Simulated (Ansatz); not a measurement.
Cl:

```xyz
4
Lattice="3.1450 -2.2500 0.0000 3.1450 2.2500 0.0000 0.0000 0.0000 8.2100" Properties=species:S:1:pos:R:3 pbc="T T T"
Cl    3.1450    0.5850    3.2840
Cl    3.1450    1.6650    7.3890
Cl    3.1450   -0.5850    4.9260
Cl    3.1450   -1.6650    0.8210
```

```yaml
Program: Ansatz 0.2.0
Task: relaxation of cell and atoms
Functional: PBEsol
Potentials_or_basis: Ansatz PAW
Cutoff: "420 eV (not typed: the program's choice for these potentials)"
k_mesh: 7 × 7 × 4
Occupations: fermi-dirac, width 0.05 eV
Spin: no spin polarisation
```

At the start: volume 29.05 Å³/atom.

Where does the relaxation end?

It ends after 9 steps and the volume is 26.84 Å³/atom (-7.6 %); space group Cmce (No. 64, to 0.05 Å).

The path:
| step | energy change (eV) | largest force (eV/Å) | volume (Å³) |
| --- | --- | --- | --- |
| 1 | 0.0000 | 0.1728 | 116.19 |
| 2 | -0.0515 | 0.1429 | 110.36 |
| 3 | -0.0724 | 0.0140 | 107.42 |
| 4 | -0.0861 | 0.0290 | 105.30 |
| 5 | -0.0982 | 0.0064 | 103.87 |
| 6 | -0.1019 | 0.1551 | 103.35 |
| 7 | -0.1060 | 0.0236 | 107.68 |
| 8 | -0.1064 | 0.0036 | 107.34 |
| 9 | -0.1070 | 0.0036 | 107.34 |

Final structure:
```cif
data_structure
_symmetry_space_group_name_H-M 'P 1'
_symmetry_Int_Tables_number 1
_cell_length_a 3.9616
_cell_length_b 3.9616
_cell_length_c 8.0046
_cell_angle_alpha 90.000
_cell_angle_beta 90.000
_cell_angle_gamma 58.701
_cell_volume 107.34
loop_
_atom_site_label
_atom_site_type_symbol
_atom_site_fract_x
_atom_site_fract_y
_atom_site_fract_z
_atom_site_occupancy
Cl1 Cl 0.37321 0.62679 0.38888 1
Cl2 Cl 0.12679 0.87321 0.88888 1
Cl3 Cl 0.62679 0.37321 0.61112 1
Cl4 Cl 0.87321 0.12679 0.11112 1
```

Caveat: the plane-wave basis is chosen anew once the cell has moved, so the energies of steps on either side of that aren't comparable; the PAW data sets come from PBE, with cores solved anew for the run's functional, which leaves a small shift of forces and pressure.
